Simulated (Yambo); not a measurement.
# TePb: optical spectrum by the Bethe-Salpeter equation with PBE

The system is TePb.

```
CELL_PARAMETERS angstrom
0.00000 3.23100 3.23100
3.23100 0.00000 3.23100
3.23100 3.23100 0.00000
ATOMIC_POSITIONS crystal
Pb 0.00000 0.00000 0.00000
Te 0.50000 0.50000 0.50000
```

```
Program                                     : Yambo 5.3.0
Task                                        : optical spectrum by the Bethe-Salpeter equation
Functional                                  : PBE
Potentials or basis                         : PseudoDojo 0.4.1 SR PBE standard
Cutoff                                      : 1088 eV
Density cutoff                              : 4354 eV
k mesh                                      : 4 × 4 × 4
Occupations                                 : fixed
Spin                                        : no spin polarisation
k mesh of the self-consistent run           : 8 × 8 × 8
Random integration of the Coulomb term      : yes
Direction of the field or of q to 0         : x
Broadening                                  : 0.1 eV
Kernel                                      : screened exchange
Terms kept                                  : resonant and antiresonant, uncoupled
Solver                                      : diagonalisation
Correction of the levels                    : scissor
Top of the energy range                     : 20 eV
Energy points                               : 200
Scissor shift                               : 0.36 eV
Bands of the transition space (first, last) : [14, 17]
Bands in the response                       : 40
Cutoff of the response matrix               : 5 Ry
Cutoff of exchange and Vxc                  : 20 Ry
```

* Band gap on the k mesh, mean-field level: 0.74 eV, direct
* Exciton binding energy: 0.03 eV
* Lowest exciton energy: 1.06 eV
* Lowest bright exciton energy: 1.06 eV

Dielectric function (along the field direction of the input):
| energy (eV) | real part | imaginary part |
| --- | --- | --- |
| 0.30 | 22.42 | 0.46 |
| 0.80 | 28.44 | 3.10 |
| 1.31 | 30.10 | 9.11 |
| 1.81 | 13.20 | 17.93 |
| 2.31 | 16.03 | 61.96 |
| 2.81 | -18.36 | 17.77 |
| 3.32 | -16.28 | 7.37 |
| 3.82 | -8.16 | 2.72 |
| 4.32 | -6.23 | 3.15 |
| 4.82 | -3.51 | 0.56 |
| 5.33 | -0.62 | 1.05 |
| 5.83 | -2.44 | 2.34 |
| 6.33 | -0.48 | 2.62 |
| 6.83 | -3.26 | 0.55 |
| 7.34 | -1.92 | 0.16 |
| 7.84 | -1.31 | 0.09 |
| 8.34 | -0.91 | 0.07 |
| 8.84 | -0.60 | 0.06 |
| 9.35 | -0.45 | 0.36 |
| 9.85 | -0.34 | 0.04 |
| 10.35 | -0.17 | 0.03 |
| 10.85 | -0.04 | 0.02 |
| 11.36 | 0.06 | 0.02 |
| 11.86 | 0.15 | 0.02 |
| 12.36 | 0.23 | 0.01 |
| 12.86 | 0.29 | 0.01 |
| 13.37 | 0.35 | 0.01 |
| 13.87 | 0.40 | 0.01 |
| 14.37 | 0.44 | 0.01 |
| 14.87 | 0.48 | 0.01 |
| 15.38 | 0.52 | 0.01 |
| 15.88 | 0.55 | 0.01 |
| 16.38 | 0.58 | 0.01 |
| 16.88 | 0.60 | 0.00 |
| 17.39 | 0.63 | 0.00 |
| 17.89 | 0.65 | 0.00 |
| 18.39 | 0.67 | 0.00 |
| 18.89 | 0.69 | 0.00 |
| 19.40 | 0.70 | 0.00 |
| 20.00 | 0.72 | 0.00 |

Lowest exciton energies (eV): 1.06, 1.06, 1.06, 1.06, 1.57, 1.58, 1.58, 1.59

Excitons:
```tsv
energy (eV)	strength (relative to the strongest)
1.061	3.6e-11
1.064	1e-06
1.064	0.27
1.064	2.8e-05
1.574	4.2e-10
1.578	0.82
1.582	3.1e-07
1.592	1.3e-11
1.924	5.8e-11
1.934	0.33
1.937	4.8e-07
1.943	1.7e-12
```

Run time: 2 min on 1 thread of Arm Neoverse V2, on a shared host.

Caveat: the k mesh is coarse (spacing up to 0.42 Å⁻¹), so the values aren't converged; the scissor is the correction of the direct gap in an earlier G0W0 run on the same states; exciton energies and binding change strongly with the k mesh and aren't converged on this one; spectra need much finer meshes, so this one isn't converged; spin-orbit coupling is left out, which as a rule narrows the gap of such compounds by several tenths of an eV. A k mesh can miss the band edges.
